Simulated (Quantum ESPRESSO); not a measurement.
Wanted: the native input for a Quantum ESPRESSO 7.5 run.

```
Task                : phonon dispersion
Functional          : PBEsol
Potentials or basis : GBRV 1.5 PBEsol
Cutoff              : 612 eV
Density cutoff      : 4898 eV
k mesh              : 10 × 10 × 10
Occupations         : cold, width 0.2 eV
Spin                : no spin polarisation
Mixing beta         : 0.5
Most SCF iterations : 120
SCF threshold       : 2e-10 Ry
q mesh              : 2 × 2 × 2
```

Crystal: Pb.

```
Pb
1.0
     0.00000    2.47502    2.47502
     2.47502    0.00000    2.47502
     2.47502    2.47502    0.00000
Pb
1
Direct
  0.00000 0.00000 0.00000
```

One way to write it, as run:

pw.in

```
&CONTROL
  calculation = 'scf'
  prefix = 'pwscf'
  outdir = './tmp'
  pseudo_dir = './pseudo'
  tprnfor = .true.
  tstress = .true.
  disk_io = 'low'
/
&SYSTEM
  ibrav = 0
  nat = 1
  ntyp = 1
  ecutwfc = 45
  ecutrho = 360
  nbnd = 13
  occupations = 'smearing'
  smearing = 'mv'
  degauss = 0.01469973
/
&ELECTRONS
  conv_thr = 2d-10
  electron_maxstep = 120
  mixing_beta = 0.5
/
ATOMIC_SPECIES
Pb   207.2000 pb_pbesol_v1.uspp.F.UPF
CELL_PARAMETERS angstrom
   0.0000000000    2.4750200000    2.4750200000
   2.4750200000    0.0000000000    2.4750200000
   2.4750200000    2.4750200000    0.0000000000
ATOMIC_POSITIONS crystal
Pb     0.0000000000    0.0000000000    0.0000000000
K_POINTS automatic
10 10 10 0 0 0
```

relax.in

```
&CONTROL
  calculation = 'vc-relax'
  prefix = 'pwscf'
  outdir = './tmp'
  pseudo_dir = './pseudo'
  tprnfor = .true.
  tstress = .true.
  disk_io = 'low'
  nstep = 40
  forc_conv_thr = 0.0001
  etot_conv_thr = 1d-06
/
&SYSTEM
  ibrav = 0
  nat = 1
  ntyp = 1
  ecutwfc = 45
  ecutrho = 360
  nbnd = 13
  occupations = 'smearing'
  smearing = 'mv'
  degauss = 0.01469973
/
&ELECTRONS
  conv_thr = 2d-10
  electron_maxstep = 120
  mixing_beta = 0.5
/
&IONS
  ion_dynamics = 'bfgs'
/
&CELL
  cell_dynamics = 'bfgs'
  press = 0
  press_conv_thr = 0.2
/
ATOMIC_SPECIES
Pb   207.2000 pb_pbesol_v1.uspp.F.UPF
CELL_PARAMETERS angstrom
   0.0000000000    2.4750200000    2.4750200000
   2.4750200000    0.0000000000    2.4750200000
   2.4750200000    2.4750200000    0.0000000000
ATOMIC_POSITIONS crystal
Pb     0.0000000000    0.0000000000    0.0000000000
K_POINTS automatic
10 10 10 0 0 0
```

scf2.in

```
&CONTROL
  calculation = 'scf'
  prefix = 'pwscf'
  outdir = './tmp'
  pseudo_dir = './pseudo'
  tprnfor = .true.
  tstress = .true.
  disk_io = 'low'
/
&SYSTEM
  ibrav = 0
  nat = 1
  ntyp = 1
  ecutwfc = 45
  ecutrho = 360
  nbnd = 13
  occupations = 'smearing'
  smearing = 'mv'
  degauss = 0.01469973
/
&ELECTRONS
  conv_thr = 1d-13
  electron_maxstep = 120
  mixing_beta = 0.5
  startingpot = 'file'
  startingwfc = 'file'
/
ATOMIC_SPECIES
Pb   207.2000 pb_pbesol_v1.uspp.F.UPF
CELL_PARAMETERS angstrom
   0.0000000000    2.4580248422    2.4580248422
   2.4580248422    0.0000000000    2.4580248422
   2.4580248422    2.4580248422    0.0000000000
ATOMIC_POSITIONS crystal
Pb     0.0000000000    0.0000000000    0.0000000000
K_POINTS automatic
10 10 10 0 0 0
```

ph.in

```
phonon_bands of Pb
&INPUTPH
  prefix = 'pwscf'
  outdir = './tmp'
  tr2_ph = 1d-18
  fildyn = 'dyn'
  niter_ph = 90
  alpha_mix(1) = 0.4
  ldisp = .true.
  nq1 = 2
  nq2 = 2
  nq3 = 2
/
```

q2r.in

```
&INPUT
  fildyn = 'dyn'
  zasr = 'crystal'
  flfrc = 'fc'
/
```

matdyn.in

```
&INPUT
  asr = 'crystal'
  flfrc = 'fc'
  flfrq = 'freq'
  q_in_cryst_coord = .true.
  flvec = ' '
/
80
 0.0000000000  0.0000000000  0.0000000000
 0.0454545455  0.0000000000  0.0454545455
 0.0909090909  0.0000000000  0.0909090909
 0.1363636364  0.0000000000  0.1363636364
 0.1818181818  0.0000000000  0.1818181818
 0.2272727273  0.0000000000  0.2272727273
 0.2727272727  0.0000000000  0.2727272727
 0.3181818182  0.0000000000  0.3181818182
 0.3636363636  0.0000000000  0.3636363636
 0.4090909091  0.0000000000  0.4090909091
 0.4545454545  0.0000000000  0.4545454545
 0.5000000000  0.0000000000  0.5000000000
 0.5000000000  0.0500000000  0.5500000000
 0.5000000000  0.1000000000  0.6000000000
 0.5000000000  0.1500000000  0.6500000000
 0.5000000000  0.2000000000  0.7000000000
 0.5000000000  0.2500000000  0.7500000000
 0.4687500000  0.2812500000  0.7500000000
 0.4375000000  0.3125000000  0.7500000000
 0.4062500000  0.3437500000  0.7500000000
 0.3750000000  0.3750000000  0.7500000000
 0.3461538462  0.3461538462  0.6923076923
 0.3173076923  0.3173076923  0.6346153846
 0.2884615385  0.2884615385  0.5769230769
 0.2596153846  0.2596153846  0.5192307692
 0.2307692308  0.2307692308  0.4615384615
 0.2019230769  0.2019230769  0.4038461538
 0.1730769231  0.1730769231  0.3461538462
 0.1442307692  0.1442307692  0.2884615385
 0.1153846154  0.1153846154  0.2307692308
 0.0865384615  0.0865384615  0.1730769231
 0.0576923077  0.0576923077  0.1153846154
 0.0288461538  0.0288461538  0.0576923077
 0.0000000000  0.0000000000  0.0000000000
 0.0454545455  0.0454545455  0.0454545455
 0.0909090909  0.0909090909  0.0909090909
 0.1363636364  0.1363636364  0.1363636364
 0.1818181818  0.1818181818  0.1818181818
 0.2272727273  0.2272727273  0.2272727273
 0.2727272727  0.2727272727  0.2727272727
 0.3181818182  0.3181818182  0.3181818182
 0.3636363636  0.3636363636  0.3636363636
 0.4090909091  0.4090909091  0.4090909091
 0.4545454545  0.4545454545  0.4545454545
 0.5000000000  0.5000000000  0.5000000000
 0.5178571429  0.4642857143  0.5178571429
 0.5357142857  0.4285714286  0.5357142857
 0.5535714286  0.3928571429  0.5535714286
 0.5714285714  0.3571428571  0.5714285714
 0.5892857143  0.3214285714  0.5892857143
 0.6071428571  0.2857142857  0.6071428571
 0.6250000000  0.2500000000  0.6250000000
 0.5937500000  0.2500000000  0.6562500000
 0.5625000000  0.2500000000  0.6875000000
 0.5312500000  0.2500000000  0.7187500000
 0.5000000000  0.2500000000  0.7500000000
 0.5000000000  0.2750000000  0.7250000000
 0.5000000000  0.3000000000  0.7000000000
 0.5000000000  0.3250000000  0.6750000000
 0.5000000000  0.3500000000  0.6500000000
 0.5000000000  0.3750000000  0.6250000000
 0.5000000000  0.4000000000  0.6000000000
 0.5000000000  0.4250000000  0.5750000000
 0.5000000000  0.4500000000  0.5500000000
 0.5000000000  0.4750000000  0.5250000000
 0.5000000000  0.5000000000  0.5000000000
 0.4861111111  0.4861111111  0.5277777778
 0.4722222222  0.4722222222  0.5555555556
 0.4583333333  0.4583333333  0.5833333333
 0.4444444444  0.4444444444  0.6111111111
 0.4305555556  0.4305555556  0.6388888889
 0.4166666667  0.4166666667  0.6666666667
 0.4027777778  0.4027777778  0.6944444444
 0.3888888889  0.3888888889  0.7222222222
 0.3750000000  0.3750000000  0.7500000000
 0.6250000000  0.2500000000  0.6250000000
 0.5937500000  0.1875000000  0.5937500000
 0.5625000000  0.1250000000  0.5625000000
 0.5312500000  0.0625000000  0.5312500000
 0.5000000000  0.0000000000  0.5000000000
```

matdyn_dos.in

```
&INPUT
  asr = 'crystal'
  flfrc = 'fc'
  dos = .true.
  fldos = 'phdos'
  nk1 = 15
  nk2 = 15
  nk3 = 15
  deltaE = 0.5
  flvec = ' '
  flfrq = ' '
/
```

matdyn_mesh.in

```
&INPUT
  asr = 'crystal'
  flfrc = 'fc'
  flfrq = 'mesh'
  q_in_cryst_coord = .true.
  flvec = ' '
/
1000
 0.05000000  0.05000000  0.05000000
 0.05000000  0.05000000  0.15000000
 0.05000000  0.05000000  0.25000000
[... 997 further points of the even 10 x 10 x 10 mesh, shifted by half a step ...]
```

Potentials or basis: GBRV 1.5 PBEsol.

The run is started by

```console
$ OMP_NUM_THREADS=1 pw.x -in pw.in > pw.out
$ OMP_NUM_THREADS=1 pw.x -in relax.in > relax.out
$ OMP_NUM_THREADS=1 pw.x -in scf2.in > scf2.out
$ OMP_NUM_THREADS=1 ph.x -in ph.in > ph.out
$ OMP_NUM_THREADS=1 q2r.x -in q2r.in > q2r.out
$ OMP_NUM_THREADS=1 matdyn.x -in matdyn.in > matdyn.out
$ OMP_NUM_THREADS=1 matdyn.x -in matdyn_dos.in > matdyn_dos.out
$ OMP_NUM_THREADS=1 matdyn.x -in matdyn_mesh.in > matdyn_mesh.out
```

It gave:

| Quantity | Value |
| --- | --- |
| Relaxed volume | 29.70 Å³/atom |
| Relaxed cell | a = 3.476 Å, b = 3.476 Å, c = 3.476 Å, α = 60.00°, β = 60.00°, γ = 60.00° |
| Space group after relaxing (to 0.05 Å) | Fm-3m (No. 225) |
| Pressure after relaxing | 0.0 GPa |
| Band gap on the k mesh | none (metal or under the smearing width) |
| Highest phonon frequency | 76 cm⁻¹ |
| Zero-point energy | 0.009 eV/atom |

Caveat: the q mesh is small, so phonon branches between its points and thermal values are rough.

It took 7.4 min on 1 thread of Arm Neoverse V2, with other jobs on the host, peak memory 0.12 GiB.
